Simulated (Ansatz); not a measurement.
# TaN (P-6m2): one cell, many starting occupations (series 2), part 2 of 2

Aim: start the open shells of TaN (P-6m2) from different occupation matrices at one fixed cell, and see in which states the SCF ends. Cell and atoms stay fixed.

Ansatz 0.2.0; DFT PBE+U (U_eff = 4 eV on Ta d), plane waves, PAW, no spin–orbit coupling unless a run says so. Earlier steps stand in the parts before.

### Step 5. Random orbitals: fully mixed, one electron fewer

input.yaml

```yaml
crystal:
  lattice:
    - [2.93800111, 0.0, 0.0]
    - [-1.46900055, 2.5443836, 0.0]
    - [0.0, 0.0, 2.88300221]
  atoms:
    - { symbol: Ta, position: [0.3333333333, 0.6666666667, 0.5], spin: 1.0 }
    - { symbol: "N", position: [0.0, 0.0, 0.0] }
basis:
  ecutwfc: 420
  ecutrho_ratio: 4
kpoints:
  mp_grid: { grid: [7, 7, 7] }
hamiltonian:
  xc: pbe
  hubbard:
    sites:
      - { site: 0, l: d, u_eff: 4.0, starting_ns: [{ spin: up, occupation_matrix: s0up }, { spin: down, occupation_matrix: s0down }] }
    occupation_matrices:
      s0up:
        matrix:
          - [0.05438, 0.15379, -0.04704, 0.04523, 0.05971]
          - [0.15379, 0.70803, -0.21046, 0.20236, 0.26712]
          - [-0.04704, -0.21046, 0.08437, -0.0619, -0.08171]
          - [0.04523, 0.20236, -0.0619, 0.07952, 0.07856]
          - [0.05971, 0.26712, -0.08171, 0.07856, 0.1237]
      s0down:
        matrix:
          - [0.02, 0.0, 0.0, 0.0, 0.0]
          - [0.0, 0.02, 0.0, 0.0, 0.0]
          - [0.0, 0.0, 0.02, 0.0, 0.0]
          - [0.0, 0.0, 0.0, 0.02, 0.0]
          - [0.0, 0.0, 0.0, 0.0, 0.02]
    ns_hold: { iters: 5 }
scf:
  occupations: { method: gaussian, width: 0.05 }
  lower_state_search: "off"
  max_iter: 150
output:
  forces: true
  stress: true
  eigenvalues: true
  populations: true
  hubbard: { sites: [{ site: 0, l: d }] }
magnetization:
  spin_polarized: true
```

The typed matrices are held for 5 cycles.

Run with:

```sh
$ ansatz run input.yaml --threads 2 --pin off --max-ram 3072MiB --backend cpu --events-out ev --progress --plain --runs-dir out
```

Output, cut to the lines that bear on the results:

```text
Warning: crystal.symmetry: narrowed to the stabiliser of the occupation matrices — unitary ops 12 → 1; lowered by the specified shell (site 0, l: d); largest admitted image defect 2.2e-16, smallest excluded 2.9e-1 — at a splitting's scale: the group the occupation matrices' own texture admits
Warning: RAYON_NUM_THREADS=2 ignored (pool sized by the plan → 2); use --threads N
Ta: projections on atomic orbitals take those of the free atom [Kr 4d10 4f14] 5s2 5p6 5d3 6s2, of charge +0.00 (hamiltonian.pseudopotentials.projection_atoms); the dataset's partial waves leave at most 6.0e-5 of an orbital's norm unspanned inside its sphere
N: projections on atomic orbitals take those of the free atom [He] 2s2 2p3, of charge +0.00 (hamiltonian.pseudopotentials.projection_atoms); the dataset's partial waves leave at most 9.3e-9 of an orbital's norm unspanned inside its sphere
[...]
Pseudopotentials: kind: paw
Pseudopotential: Ta, paw, valence charge 13, recommended cutoff 420 eV (normal), Ta.paw.azcp
Pseudopotential: N, paw, valence charge 5, recommended cutoff 420 eV (normal), N.paw.azcp
Functional definition: PBE
[...]
Crystal: 2 atoms, lattice volume = 21.552 Å³
Basis set: ecut = 420 eV, 405 PW (Γ), exchange–correlation on 40×40×40 points (8 copies of the dense FFT grid, shifted against one another)
[...]
WARN: the starting moments were not kept: the SCF closed with an absolute magnetisation of 7.6e-6 μB, where they sum to 1 μB in size (1 site). That is at most 0.1 of that sum. Measured as dr2_m measures the in/out step, that magnetisation stands 1.4e-11 eV from none, at or under the [...]
WARN: hamiltonian.hubbard: on 1 of 2 specified blocks the occupation matrix of this SCF's result fails the test of the specified filling. At site 0 ↑ (sites count from 0 in the list of atoms of the cell that this SCF solves) the least filled combination of the orbitals specified full has [...]
  atom   2  N     -0.00000004     0.00000069     0.00000112
[...]
--- Stress (GPa, compression-positive) ---
        8.682226       0.000035       0.000001
        0.000035       8.682250      -0.000002
        0.000001      -0.000002       7.976212
  P = ⅓ Tr σ = 8.4469 GPa (84.469 kbar)
--- Band table (eV; the first three rows and the last of 344) ---
  k-point 0 ↑: bands = ["-48.3772", "-14.6937", "-14.4492", "-14.4492", "2.6411", "15.9153", "15.9153", "16.0041", "17.5072", "22.5032", "24.0467", "24.0467", "25.1159", "25.1159"]
[...]
Occupation matrices written to <dir>
--- Löwdin populations: 2 sites ---
  site symbol       q [e]    m [muB]
     0     Ta     12.1683    -0.0000
     1      N      5.7395     0.0000
  spilling = 0.005120 (of n_electrons = 18.000000)
--- Occupation matrices: 1 shell (run DFT+U table (all-electron-ortho-atomic); ε = 5.30e-4) ---
  Ta0 d_5D: site group D3h (-6m2)
  Ta0 d_5D up     Tr n = 1.8511  λ = 0.262 0.262 0.417 0.417 0.493  [2× xz 0.50 E''(1.00) | 2× x2-y2 0.50 E'(1.00) | z2 1.00 A1'(1.00)]
  Ta0 d_5D dn     Tr n = 1.8511  λ = 0.262 0.262 0.417 0.417 0.493  [2× xz 0.50 E''(1.00) | 2× x2-y2 0.50 E'(1.00) | z2 1.00 A1'(1.00)]
  specified occupation → Ta0 d_5D up: matrix, ‖Δ‖_F = 1.0163, Tr Δ = -0.8011, displaced = 1.0783, d_λ = 0.8120; orbital distance = 1.3884
  specified occupation → Ta0 d_5D dn: matrix, ‖Δ‖_F = 0.8101, Tr Δ = -1.7511, displaced = 0.8755, d_λ = 0.8101; orbital distance = 0.0000
  Tr n, λ and their labels are of the run-group-symmetrised matrices; stabiliser: 24 of 24 elements of G0×{1,Θ} (closed), max defect 8.0e-6 at τ = 1.1e-4
```

It took 27 s on 2 threads of Intel Xeon Platinum 8375C at 2.90GHz (Ice Lake), shared host; peak memory 0.52 GiB.

It ends with no gap, pressure 8.4 GPa, no moment over 0.05 μB in any sphere, largest force component 0.00 eV/Å, 1 symmetry operation imposed. The program reports that the typed filling wasn't kept.

The shells' filling, with natural orbitals sorted by occupation:

```tsv
shell	channel	electrons	over 0.8	0.2 to 0.8	under 0.2
Ta 5d (atom 1)	up	1.85	0	5	0
Ta 5d (atom 1)	down	1.85	0	5	0
```

### Step 6. Random orbitals: drawn by pairs, first filling

input.yaml: that of step 5 with these lines changed.

```diff
@@ -6,3 +6,3 @@
   atoms:
-    - { symbol: Ta, position: [0.3333333333, 0.6666666667, 0.5], spin: 1.0 }
+    - { symbol: Ta, position: [0.3333333333, 0.6666666667, 0.5], spin: 2.0 }
     - { symbol: "N", position: [0.0, 0.0, 0.0] }
@@ -21,7 +21,7 @@
         matrix:
-          - [0.05438, 0.15379, -0.04704, 0.04523, 0.05971]
-          - [0.15379, 0.70803, -0.21046, 0.20236, 0.26712]
-          - [-0.04704, -0.21046, 0.08437, -0.0619, -0.08171]
-          - [0.04523, 0.20236, -0.0619, 0.07952, 0.07856]
-          - [0.05971, 0.26712, -0.08171, 0.07856, 0.1237]
+          - [0.97, 0.0, 0.0, 0.0, 0.0]
+          - [0.0, 0.02, 0.0, 0.0, 0.0]
+          - [0.0, 0.0, 0.97, 0.0, 0.0]
+          - [0.0, 0.0, 0.0, 0.02, 0.0]
+          - [0.0, 0.0, 0.0, 0.0, 0.02]
       s0down:
@@ -33,3 +33,3 @@
           - [0.0, 0.0, 0.0, 0.0, 0.02]
-    ns_hold: { iters: 5 }
+    ns_hold: until_converged
 scf:
```

The typed matrices put 0.97 on the chosen orbitals and 0.02 on the others, and are held until the SCF converges, then released.

Run with:

```sh
$ ansatz run input.yaml --threads 2 --pin off --max-ram 3072MiB --backend cpu --events-out ev --progress --plain --runs-dir out
```

Output, cut to the lines that bear on the results:

```text
Warning: crystal.symmetry: narrowed to the stabiliser of the occupation matrices — unitary ops 12 → 4; lowered by the specified shell (site 0, l: d); largest admitted image defect 1.9e-9, smallest excluded 7.1e-1 — at a splitting's scale: the group the occupation matrices' own texture admits
Warning: RAYON_NUM_THREADS=2 ignored (pool sized by the plan → 2); use --threads N
Ta: projections on atomic orbitals take those of the free atom [Kr 4d10 4f14] 5s2 5p6 5d3 6s2, of charge +0.00 (hamiltonian.pseudopotentials.projection_atoms); the dataset's partial waves leave at most 6.0e-5 of an orbital's norm unspanned inside its sphere
N: projections on atomic orbitals take those of the free atom [He] 2s2 2p3, of charge +0.00 (hamiltonian.pseudopotentials.projection_atoms); the dataset's partial waves leave at most 9.3e-9 of an orbital's norm unspanned inside its sphere
[...]
Pseudopotentials: kind: paw
Pseudopotential: Ta, paw, valence charge 13, recommended cutoff 420 eV (normal), Ta.paw.azcp
Pseudopotential: N, paw, valence charge 5, recommended cutoff 420 eV (normal), N.paw.azcp
Functional definition: PBE
[...]
Crystal: 2 atoms, lattice volume = 21.552 Å³
Basis set: ecut = 420 eV, 405 PW (Γ), exchange–correlation on 40×40×40 points (8 copies of the dense FFT grid, shifted against one another)
[...]
WARN: the starting moments were not kept: the SCF closed with an absolute magnetisation of 1.3e-5 μB, where they sum to 2 μB in size (1 site). That is at most 0.1 of that sum. Measured as dr2_m measures the in/out step, that magnetisation stands 5.9e-11 eV from none, at or under the [...]
WARN: hamiltonian.hubbard: on 1 of 2 specified blocks the occupation matrix of this SCF's result fails the test of the specified filling. At site 0 ↑ (sites count from 0 in the list of atoms of the cell that this SCF solves) the least filled combination of the orbitals specified full has [...]
  atom   2  N     -0.00000000    -0.00000008     0.00000000
[...]
--- Stress (GPa, compression-positive) ---
        8.682274      -0.000000       0.000000
       -0.000000       8.682257       0.000000
        0.000000       0.000000       7.976287
  P = ⅓ Tr σ = 8.4469 GPa (84.469 kbar)
--- Band table (eV; the first three rows and the last of 128) ---
  k-point 0 ↑: bands = ["-48.3772", "-14.6937", "-14.4492", "-14.4492", "2.6411", "15.9153", "15.9153", "16.0041", "17.5073", "22.5032", "24.0467", "24.0467", "25.1159", "25.1159"]
[...]
Occupation matrices written to <dir>
--- Löwdin populations: 2 sites ---
  site symbol       q [e]    m [muB]
     0     Ta     12.1683     0.0000
     1      N      5.7395    -0.0000
  spilling = 0.005120 (of n_electrons = 18.000000)
--- Occupation matrices: 1 shell (run DFT+U table (all-electron-ortho-atomic); ε = 5.14e-4) ---
  Ta0 d_5D: site group D3h (-6m2)
  Ta0 d_5D up     Tr n = 1.8511  λ = 0.262 0.262 0.417 0.417 0.493  [2× xz 0.50 E''(1.00) | 2× x2-y2 0.50 E'(1.00) | z2 1.00 A1'(1.00)]
  Ta0 d_5D dn     Tr n = 1.8511  λ = 0.262 0.262 0.417 0.417 0.493  [2× xz 0.50 E''(1.00) | 2× x2-y2 0.50 E'(1.00) | z2 1.00 A1'(1.00)]
  specified occupation → Ta0 d_5D up: matrix, ‖Δ‖_F = 1.0500, Tr Δ = +0.1489, displaced = 1.1103, d_λ = 0.8986; orbital distance = 1.2247
  specified occupation → Ta0 d_5D dn: matrix, ‖Δ‖_F = 0.8101, Tr Δ = -1.7511, displaced = 0.8755, d_λ = 0.8101; orbital distance = 0.0000
  Tr n, λ and their labels are of the run-group-symmetrised matrices; stabiliser: 24 of 24 elements of G0×{1,Θ} (closed), max defect 1.9e-5 at τ = 1.1e-4
```

It took 15 s on 2 threads of Intel Xeon Platinum 8375C at 2.90GHz (Ice Lake), shared host; peak memory 0.45 GiB.

End state: no gap, pressure 8.4 GPa, no moment over 0.05 μB in any sphere, largest force component 0.00 eV/Å, 4 symmetry operations imposed. The program reports that the typed filling wasn't kept.

How the shells are filled (orbitals counted by the eigenvalues of the occupation matrices):

```tsv
shell	channel	electrons	over 0.8	0.2 to 0.8	under 0.2
Ta 5d (atom 1)	up	1.85	0	5	0
Ta 5d (atom 1)	down	1.85	0	5	0
```

### Step 7. Results

What follows sums up all 2 parts.

Energies count from the lowest free state and have the smearing extrapolated to zero.

| start | energy (meV/atom) | gap (eV) | pressure (GPa) | largest moment (μB) | SCF cycles | time |
| --- | --- | --- | --- | --- | --- | --- |
| random orbitals: single harmonics, second filling | 0.0 | metal | 8.4 | 0.00 | 31 | 15 s |
| from atoms, symmetry kept, no search (earlier series) | 0.0 | metal | 8.4 | 0.00 | 17 | 4.8 s |
| random orbitals: fully mixed, first filling | 0.0 | metal | 8.4 | 0.00 | 33 | 39 s |
| random orbitals: drawn by pairs, first filling | 0.0 | metal | 8.4 | 0.00 | 28 | 15 s |
| random orbitals: single harmonics, first filling | 0.0 | metal | 8.4 | 0.00 | 19 | 5.6 s |
| random orbitals: fully mixed, one electron fewer | 0.0 | metal | 8.4 | 0.00 | 21 | 27 s |

The 6 free runs end within about 1 meV/atom of each other. The lowest state found need not be the ground state, and the geometry wasn't relaxed for any of them. Spin–orbit coupling is left out.
